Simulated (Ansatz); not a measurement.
# MgO: the cost of one run

Computed with Ansatz 0.2.0 (DFT PBEsol, scalar-relativistic, plane waves, PAW, unless a step's input says otherwise).

The COD cell was measured well above room temperature, so it is larger than a cold one.

3 further runs of the same task are left out: 3 set aside as unsound or not needed.

## 1. The structure to begin with

It takes space group Fm-3m (No. 225, cubic). The conventional cell has a = 4.214 Å, b = 4.214 Å, c = 4.214 Å, α = 90.00°, β = 90.00°, γ = 90.00°. Mg (site symmetry m-3m) is surrounded by 6 O at 2.11 Å. Around O (site symmetry m-3m) lie 6 Mg at 2.11 Å.

Structure file:

```
CELL_PARAMETERS angstrom
0.00000 2.10709 2.10709
2.10709 0.00000 2.10709
2.10709 2.10709 0.00000
ATOMIC_POSITIONS crystal
Mg 0.00000 0.00000 0.00000
O 0.50000 0.50000 0.50000
```

This cell was relaxed beforehand with the same method: volume 9.36 Å³/atom, gap on the mesh 4.62 eV.

## 2. The cell under 5 GPa

What is minimised here is the enthalpy; the energy can go up as the cell is squeezed.

Contents of input.yaml:

```yaml
crystal:
  lattice:
    - [0.0, 2.1070853429, 2.1070853429]
    - [2.1070853429, 0.0, 2.1070853429]
    - [2.1070853429, 2.1070853429, 0.0]
  atoms:
    - { symbol: Mg, position: [0.0, 0.0, 0.0] }
    - { symbol: O, position: [0.5, 0.5, 0.5] }
basis:
  ecutwfc: 420
kpoints:
  mp_grid: { grid: [10, 10, 10] }
hamiltonian:
  xc: pbesol
scf:
  occupations: { method: fixed }
output:
  forces: true
  stress: true
  eigenvalues: true
relax:
  adjacent_minimum: "off"
  f_tol: 0.001
  max_steps: 60
  cell: { stress_tol: 0.02, p_target: 5.0 }
```

Command:

```bash
$ ansatz run input.yaml --threads 1 --pin off --max-ram 3072MiB --backend cpu --events-out ev --progress --plain --runs-dir out
```

Q: Estimate wall time and peak memory on 1 thread of Intel Xeon Platinum 8488C (Sapphire Rapids), shared host.

About 4.1 s, with a peak of 0.34 GiB.
